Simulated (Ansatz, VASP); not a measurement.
**TePb in VASP and in Ansatz**

```
Pb Te
1.0
     0.00000    3.19054    3.19054
     3.19054    0.00000    3.19054
     3.19054    3.19054    0.00000
Pb Te
1 1
Direct
  0.00000 0.00000 0.00000
  0.50000 0.50000 0.50000
```

Alike in both runs: functional LDA; k mesh 10 × 10 × 10; occupations gaussian, width 0.01 eV; no spin polarisation.

Ansatz relaxed the structure, and its values are those at the end. VASP's run is a single point on that final structure, the one shown.

```csv
,VASP,Ansatz
version,VASP 6.6.1,Ansatz 0.2.0
potentials or method,"VASP PAW LDA potentials, release 64 (Pb_d, Te)","scalar-relativistic, plane waves, PAW"
plane-wave cutoff (eV),520,420
valence electrons in the cell,20,30
```

|  | VASP | Ansatz | Ansatz less VASP |
| --- | --- | --- | --- |
| gap on the k mesh at the Fermi level (eV) | 0.56 | 0.57 | +0.016 |
| least direct gap on the mesh (eV) | 0.56 | 0.57 | +0.016 |
| pressure (GPa) | 0.0 | 0.0 | -0.07 |

The two sets of potentials don't hold the same shells in valence.

Caveats: spin-orbit coupling is left out, which as a rule narrows the gap of such compounds by several tenths of an eV. A k mesh can miss the band edges.
